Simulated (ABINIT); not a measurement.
# CaO (Fm-3m) in ABINIT: a series of runs

Aim: see how the results for CaO move with the level of theory and the settings. Levels: rPW86PBE, PBEsol, BLYP+D3(BJ), revPBE, PBE. Tasks: equation of state, band structure.

All numbers are computed with ABINIT 10.8.3 (patched build); they aren't measurements. Logs are shortened: lines on timing, memory, paths and dates and some standing lists are left out, and cuts for length are marked. The log counts tension as positive stress, the text compression.

**1. The structure**

Symmetry: Fm-3m, No. 225, cubic system. The conventional cell has a = 4.807 Å, b = 4.807 Å, c = 4.807 Å, α = 90.00°, β = 90.00°, γ = 90.00°. Around Ca (site symmetry m-3m) lie 6 O at 2.40 Å. O (site symmetry m-3m) has 6 Ca at 2.40 Å as nearest neighbours.

The cell is a database's computed one.

**2. Equation of state, rPW86PBE**

Input file run.abi:

```
# Datasets: one volume each
ndtset 7
getwfk -1
scalecart1 3*0.9795861087
scalecart2 3*0.9864848297
scalecart3 3*0.9932883884
scalecart4 3*1.0000000000
scalecart5 3*1.0066227096
scalecart6 3*1.0131594038
scalecart7 3*1.0196128224

# Pseudopotentials
pp_dirpath "./"
pseudos "Ca.GGA_PBE-JTH.xml, O.GGA_PBE-JTH.xml"

# Structure
acell 3*1.0
rprim
     0.0000000000     4.5420619907     4.5420619907
     4.5420619907     0.0000000000     4.5420619907
     4.5420619907     4.5420619907     0.0000000000
ntypat 2
znucl 20 8
natom 2
typat 1 2
xred
     0.0000000000     0.0000000000     0.0000000000
     0.5000000000     0.5000000000     0.5000000000

# Plane-wave basis
ecut 625.861884 eV
pawecutdg 45.0

# k points
kptopt 1
ngkpt 10 10 10
nshiftk 1
shiftk 0.0 0.0 0.0

# Exchange and correlation
ixc -144130

# Bands and occupations
nband 12
occopt 3
tsmear 0.05 eV

# SCF cycle
nstep 100
tolvrs 1.0e-9

# Output
iomode 3
prtwf 1
prtden 0
prteig 0
prtebands 0
enunit 2
```

Potentials or basis: JTH PAW PBE v2.0.

Started as:

```sh
$ abinit run.abi > log 2>&1
```

run.abo:

```text
.Version 10.8.3 of ABINIT
 DATASET    1 : space group Fm -3 m (#225); Bravais cF (face-center cubic)
================================================================================
 Values of the parameters that define the memory need for DATASET  1.
     intxc =       0    ionmov =       0      iscf =      17    lmnmax =      18
     lnmax =       6     mgfft =      30  mpssoang =       3    mqgrid =    3001
     natom =       2  nloc_mem =       2    nspden =       1   nspinor =       1
    nsppol =       1      nsym =      48    n1xccc =       1    ntypat =       2
    occopt =       3   xclevel =       2
       mpw =         944          nfft =       27000          nkpt =          47
 PAW method is used; the additional fine FFT grid is defined by:
   mgfftf=        40    nfftf =     64000
================================================================================
================================================================================
[... 71 lines left out ...]
 DATASET    7 : space group Fm -3 m (#225); Bravais cF (face-center cubic)
================================================================================
 Values of the parameters that define the memory need for DATASET  7.
     intxc =       0    ionmov =       0      iscf =      17    lmnmax =      18
     lnmax =       6     mgfft =      30  mpssoang =       3    mqgrid =    3001
     natom =       2  nloc_mem =       2    nspden =       1   nspinor =       1
    nsppol =       1      nsym =      48    n1xccc =       1    ntypat =       2
    occopt =       3   xclevel =       2
       mpw =        1059          nfft =       27000          nkpt =          47
 PAW method is used; the additional fine FFT grid is defined by:
   mgfftf=        40    nfftf =     64000
================================================================================
================================================================================

--------------------------------------------------------------------------------
------------- Echo of variables that govern the present computation ------------
--------------------------------------------------------------------------------
 -outvars: echo values of preprocessed input variables --------
            acell      1.0000000000E+00  1.0000000000E+00  1.0000000000E+00 Bohr
              amu      4.00780000E+01  1.59994000E+01
             ecut      2.30000000E+01 Hartree
           enunit           2
           getwfk          -1
              ixc     -144130
           jdtset        1    2    3    4    5    6    7
         kptrlatt       10    0    0      0   10    0      0    0   10
          kptrlen1     6.29231815E+01
          kptrlen2     6.33663171E+01
          kptrlen3     6.38033400E+01
          kptrlen4     6.42344567E+01
          kptrlen5     6.46598628E+01
          kptrlen6     6.50797438E+01
          kptrlen7     6.54942757E+01
            natom           2
            nband          12
           ndtset           7
[... 116 lines left out ...]

 getcut: wavevector=  0.0000  0.0000  0.0000  ngfft=  40  40  40
         ecut(hartree)=     45.000   => boxcut(ratio)=   2.10513

--- Pseudopotential description ------------------------------------------------
- pspini: atom type   1  psp file is ./Ca.GGA_PBE-JTH.xml
 Pseudopotential format is: paw10
 basis_size (lnmax)=  6 (lmn_size= 18), orbitals=   0   0   1   1   2   2
 Spheres core radius: rc_sph= 1.91415326
 Shapefunction is SIN type: shapef(r)=[sin(pi*r/rshp)/(pi*r/rshp)]**2
 Radius for shape functions =  1.70813664
 Compensation charge density is not taken into account in XC energy/potential

- pspini: atom type   2  psp file is ./O.GGA_PBE-JTH.xml
 Pseudopotential format is: paw10
 basis_size (lnmax)=  4 (lmn_size=  8), orbitals=   0   0   1   1
 Spheres core radius: rc_sph= 1.41465230
 Shapefunction is SIN type: shapef(r)=[sin(pi*r/rshp)/(pi*r/rshp)]**2
 Radius for shape functions =  1.20231231
 Compensation charge density is not taken into account in XC energy/potential

   3.33066450E+02                                ecore*ucvol(ha*bohr**3)
--------------------------------------------------------------------------------

================================================================================

--- !BeginCycle
iteration_state: {dtset: 1, }
solver: {iscf: 17, nstep: 100, nline: 4, wfoptalg: 10, }
tolerances: {tolvrs: 1.00E-09, }
...
[... 1265 lines left out ...]
-Cartesian components of stress tensor (GPa)         [Pressure= -2.5697E+00 GPa]
- sigma(1 1)=  2.56966930E+00  sigma(3 2)=  0.00000000E+00
- sigma(2 2)=  2.56966930E+00  sigma(3 1)=  0.00000000E+00
- sigma(3 3)=  2.56966930E+00  sigma(2 1)=  0.00000000E+00

== END DATASET(S) ==============================================================
================================================================================

 -outvars: echo values of variables after computation  --------
            acell      1.0000000000E+00  1.0000000000E+00  1.0000000000E+00 Bohr
           etotal1    -5.3480796371E+01
           etotal2    -5.3482166870E+01
           etotal3    -5.3483157524E+01
           etotal4    -5.3483806985E+01
           etotal5    -5.3484148866E+01
           etotal6    -5.3484213421E+01
           etotal7    -5.3484028619E+01
            fcart1    -0.0000000000E+00 -0.0000000000E+00 -0.0000000000E+00
                      -0.0000000000E+00 -0.0000000000E+00 -0.0000000000E+00
            fcart2    -0.0000000000E+00 -0.0000000000E+00 -0.0000000000E+00
                      -0.0000000000E+00 -0.0000000000E+00 -0.0000000000E+00
            fcart3    -0.0000000000E+00 -0.0000000000E+00 -0.0000000000E+00
                      -0.0000000000E+00 -0.0000000000E+00 -0.0000000000E+00
            fcart4    -0.0000000000E+00 -0.0000000000E+00 -0.0000000000E+00
                      -0.0000000000E+00 -0.0000000000E+00 -0.0000000000E+00
            fcart5    -0.0000000000E+00 -0.0000000000E+00 -0.0000000000E+00
                      -0.0000000000E+00 -0.0000000000E+00 -0.0000000000E+00
[... 38 lines left out ...]
                       0.0000000000E+00  0.0000000000E+00  0.0000000000E+00
           xangst1     0.0000000000E+00  0.0000000000E+00  0.0000000000E+00
                       2.3544897697E+00  2.3544897697E+00  2.3544897697E+00
           xangst2     0.0000000000E+00  0.0000000000E+00  0.0000000000E+00
                       2.3710712298E+00  2.3710712298E+00  2.3710712298E+00
           xangst3     0.0000000000E+00  0.0000000000E+00  0.0000000000E+00
                       2.3874239621E+00  2.3874239621E+00  2.3874239621E+00
           xangst4     0.0000000000E+00  0.0000000000E+00  0.0000000000E+00
                       2.4035556944E+00  2.4035556944E+00  2.4035556944E+00
           xangst5     0.0000000000E+00  0.0000000000E+00  0.0000000000E+00
                       2.4194737457E+00  2.4194737457E+00  2.4194737457E+00
           xangst6     0.0000000000E+00  0.0000000000E+00  0.0000000000E+00
                       2.4351850543E+00  2.4351850543E+00  2.4351850543E+00
           xangst7     0.0000000000E+00  0.0000000000E+00  0.0000000000E+00
                       2.4506962053E+00  2.4506962053E+00  2.4506962053E+00
             xred      0.0000000000E+00  0.0000000000E+00  0.0000000000E+00
                       5.0000000000E-01  5.0000000000E-01  5.0000000000E-01
 Calculation completed.
```

Run time: 2.6 min. Hardware: 1 thread of Arm Neoverse V1, shared host; peak memory 0.12 GiB.

Results:

```
Equilibrium volume                      : 14.37 Å³/atom
Bulk modulus                            : 104 GPa
Pressure derivative of the bulk modulus : 4.4
```

Energy against volume, from the lowest point:
```csv
volume (Å³/atom),energy (meV/atom)
13.052,46.49
13.330,27.84
13.608,14.37
13.886,5.53
14.163,0.88
14.441,0.00
14.719,2.51
```

Caveat: pressures at fixed basis lie under the slope of the energies; the PAW data sets were made with another functional, which shifts forces and pressure a little.

**3. Band structure, PBEsol**

Input file run.abi:

```
# Datasets: ground state, then fixed potential
ndtset 2

# Pseudopotentials
pp_dirpath "./"
pseudos "Ca.upf, O.upf"

# Structure
acell 3.3991410632 3.3991410632 3.3991410632 Angstrom
rprim
     0.0000000000     0.7071067812     0.7071067812
     0.7071067812     0.0000000000     0.7071067812
     0.7071067812     0.7071067812     0.0000000000
ntypat 2
znucl 20 8
natom 2
typat 1 2
xred
     0.0000000000     0.0000000000     0.0000000000
     0.5000000000     0.5000000000     0.5000000000

# Plane-wave basis
ecut 42.0

# Exchange and correlation
ixc -116133

# Bands and occupations
occopt 3
tsmear 0.00183747

# SCF cycle
nstep 100

# Output
iomode 3
prtwf 0
prteig 0
prtebands 0
prtden1 1
prtvha1 1
prtvclmb1 1
prtpot1 1
prtelf1 1

# Dataset 1
kptopt1 1
ngkpt1 10 10 10
nshiftk1 1
shiftk1 0.0 0.0 0.0
nband1 12
tolvrs1 1.0e-10

# Dataset 2: bands along G-X-W-K-G-L-U-W-L-K
iscf2 -2
getden2 1
nband2 16
nbdbuf2 2
tolwfr2 1.0e-12
kptopt2 -9
ndivsm2 6
prteig2 1
kptbounds2
     0.0000000000     0.0000000000     0.0000000000
     0.5000000000     0.0000000000     0.5000000000
     0.5000000000     0.2500000000     0.7500000000
     0.3750000000     0.3750000000     0.7500000000
     0.0000000000     0.0000000000     0.0000000000
     0.5000000000     0.5000000000     0.5000000000
     0.6250000000     0.2500000000     0.6250000000
     0.5000000000     0.2500000000     0.7500000000
     0.5000000000     0.5000000000     0.5000000000
     0.3750000000     0.3750000000     0.7500000000
```

Potentials or basis: PseudoDojo NC SR PBEsol v0.4.1 standard.

Started as:

```sh
$ abinit run.abi > log 2>&1
```

Wall time 2.2 min (1 thread of Arm Neoverse V1, shared host); peak memory 0.13 GiB.

It converged, with:

* Free energy: -1503.9692 eV
* Pressure: -3.0 GPa
* Band gap on the k mesh: 3.56 eV, indirect (least direct gap 3.94 eV)
* Band gap along the path: 3.56 eV, indirect (least direct gap 3.94 eV)
* Valence electrons inside the program's atomic spheres: Ca 7.64; O 6.14

Levels at the corners of the path, in eV from the valence-band top:
```csv
point,band 4,band 5,band 6,band 7,band 8,band 9,band 10,band 11,band 12,band 13
Γ,-18.24,-15.39,0.00,0.00,0.00,4.59,6.21,6.21,6.21,7.74
X,-18.47,-15.14,-1.32,-0.38,-0.38,3.56,8.05,8.93,9.59,9.59
W,-18.67,-14.75,-1.29,-1.07,-1.07,6.27,6.27,8.41,9.60,10.02
K,-18.41,-14.77,-1.35,-1.23,-0.79,5.07,7.97,8.58,9.09,9.77
Γ,-18.24,-15.39,0.00,0.00,0.00,4.59,6.21,6.21,6.21,7.74
L,-18.30,-14.17,-2.67,-1.20,-1.20,7.02,8.34,8.38,8.38,10.47
U,-18.41,-14.77,-1.35,-1.23,-0.79,5.07,7.97,8.58,9.09,9.77
W,-18.67,-14.75,-1.29,-1.07,-1.07,6.27,6.27,8.41,9.60,10.02
L,-18.30,-14.17,-2.67,-1.20,-1.20,7.02,8.34,8.38,8.38,10.47
K,-18.41,-14.77,-1.35,-1.23,-0.79,5.07,7.97,8.58,9.09,9.77
```

Expect the measured gap to be larger: semilocal functionals such as PBEsol lack the derivative discontinuity.

**4. Equation of state, BLYP+D3(BJ)**

Input file run.abi:

```
# Datasets: one volume each
ndtset 7
getwfk -1
scalecart1 3*0.9795861087
scalecart2 3*0.9864848297
scalecart3 3*0.9932883884
scalecart4 3*1.0000000000
scalecart5 3*1.0066227096
scalecart6 3*1.0131594038
scalecart7 3*1.0196128224

# Pseudopotentials
pp_dirpath "./"
pseudos "Ca.GGA_PBE-JTH.xml, O.GGA_PBE-JTH.xml"

# Structure
acell 3*1.0 Angstrom
rprim
     0.0000000000     2.4035556960     2.4035556960
     2.4035556960     0.0000000000     2.4035556960
     2.4035556960     2.4035556960     0.0000000000
ntypat 2
znucl 20 8
natom 2
typat 1 2
xred
     0.0000000000     0.0000000000     0.0000000000
     0.5000000000     0.5000000000     0.5000000000

# Plane-wave basis
ecut 23.0
pawecutdg 45.0

# k points
kptopt 1
ngkpt 10 10 10
nshiftk 1
shiftk 0.0 0.0 0.0

# Exchange and correlation
ixc -106131
vdw_xc 7

# Bands and occupations
nband 12
occopt 3
tsmear 0.00183747

# SCF cycle
nstep 100
tolvrs 1.0e-9

# Output
iomode 3
prtwf 1
prtden 0
prteig 0
prtebands 0
enunit 2
```

Potentials or basis: JTH PAW PBE v2.0.

Started as:

```sh
$ abinit run.abi > log 2>&1
```

It took 2.4 min on 1 thread of Arm Neoverse V1, shared host; peak memory 0.15 GiB.

The run converged. Its results:

```yaml
Equilibrium_volume: 13.50 Å³/atom
Bulk_modulus: 117 GPa
Pressure_derivative_of_the_bulk_modulus: 4.4
```

Energy against volume, from the lowest point:
```tsv
volume (Å³/atom)	energy (meV/atom)
13.052	5.56
13.330	0.53
13.608	0.00
13.886	3.48
14.163	10.57
14.441	20.87
14.719	34.05
```

Caveat: pressures at fixed basis lie under the slope of the energies; the PAW data sets were made with another functional, which shifts forces and pressure a little.

**5. Equation of state, revPBE**

Input file run.abi:

```
ndtset 7
getwfk -1
scalecart1 3*0.9795861087
scalecart2 3*0.9864848297
scalecart3 3*0.9932883884
scalecart4 3*1.0000000000
scalecart5 3*1.0066227096
scalecart6 3*1.0131594038
scalecart7 3*1.0196128224

pp_dirpath "./"
pseudos "Ca.GGA_PBE-JTH.xml, O.GGA_PBE-JTH.xml"

acell 6.4234456684 6.4234456684 6.4234456684
rprim
     0.0000000000     0.7071067812     0.7071067812
     0.7071067812     0.0000000000     0.7071067812
     0.7071067812     0.7071067812     0.0000000000
ntypat 2
znucl 20 8
natom 2
typat 1 2
xred
     0.0000000000     0.0000000000     0.0000000000
     0.5000000000     0.5000000000     0.5000000000

ecut 23.0
pawecutdg 45.0

kptopt 1
ngkpt 10 10 10
nshiftk 1
shiftk 0.0 0.0 0.0

ixc 14

nband 12
occopt 3
tsmear 0.05 eV

nstep 100
tolvrs 1.0e-9

iomode 3
prtwf 1
prtden 0
prteig 0
prtebands 0
enunit 2
```

Started as:

```sh
$ abinit run.abi > log 2>&1
```

It took 2.1 min on 1 thread of Arm Neoverse V1, shared host; peak memory 0.14 GiB.

The run converged. Its results:

| Item | Value |
| --- | --- |
| Equilibrium volume | 14.47 Å³/atom |
| Bulk modulus | 97 GPa |
| Pressure derivative of the bulk modulus | 4.4 |

Energy against volume, from the lowest point:
| volume (Å³/atom) | energy (meV/atom) |
| --- | --- |
| 13.052 | 50.56 |
| 13.330 | 31.48 |
| 13.608 | 17.35 |
| 13.886 | 7.68 |
| 14.163 | 2.03 |
| 14.441 | 0.00 |
| 14.719 | 1.23 |

Caveat: pressures at fixed basis lie under the slope of the energies; the PAW data sets were made with another functional, which shifts forces and pressure a little.

**6. Equation of state, PBE**

Changes to run.abi since step 5:

```diff
@@ -13,3 +13,3 @@
 
-acell 6.4234456684 6.4234456684 6.4234456684
+acell 3.3991410632 3.3991410632 3.3991410632 Angstrom
 rprim
@@ -26,4 +26,4 @@
 
-ecut 23.0
-pawecutdg 45.0
+ecut 29.0
+pawecutdg 51.0
 
@@ -34,3 +34,3 @@
 
-ixc 14
+ixc 11
 
@@ -48,2 +48 @@
 prtebands 0
-enunit 2
```

Potentials or basis: JTH PAW PBE v2.0.

Started as:

```sh
$ abinit run.abi > log 2>&1
```

Wall time 2.5 min (1 thread of Arm Neoverse V1, shared host); peak memory 0.16 GiB.

It converged, with:

```yaml
Equilibrium_volume: 14.09 Å³/atom
Bulk_modulus: 105 GPa
Pressure_derivative_of_the_bulk_modulus: 4.4
```

Energy against volume, from the lowest point:
```csv
volume (Å³/atom),energy (meV/atom)
13.052,28.53
13.330,14.65
13.608,5.59
13.886,0.85
14.163,0.00
14.441,2.64
14.719,8.42
```

Caveat: pressures at fixed basis lie under the slope of the energies.

**7. The runs side by side**

| task | level | potentials or basis | cutoff (eV) | fine-grid cutoff | V0 of scaled cells (Å³/atom) | B0 (GPa) |
| --- | --- | --- | --- | --- | --- | --- |
| equation of state | rPW86PBE | JTH PAW PBE v2.0 | 626 | 1224.51 eV | 14.37 | 104 |
| band structure | PBEsol | PseudoDojo NC SR PBEsol v0.4.1 standard | 1143 | - | - | - |
| equation of state | BLYP+D3(BJ) | JTH PAW PBE v2.0 | 626 | 1224.51 eV | 13.50 | 117 |
| equation of state | revPBE | JTH PAW PBE v2.0 | 626 | 1224.51 eV | 14.47 | 97 |
| equation of state | PBE | JTH PAW PBE v2.0 | 789 | 1387.78 eV | 14.09 | 105 |

Alike in all rows: no spin polarisation; cell as given; k mesh 10 × 10 × 10; smearing fermi-dirac 0.05 eV.

Caveats: pressures at fixed basis lie under the slope of the energies (some runs); the PAW data sets were made with another functional, which shifts forces and pressure a little (some runs).

Total energies depend on the potentials used, so only differences within one code and one set of settings carry meaning.
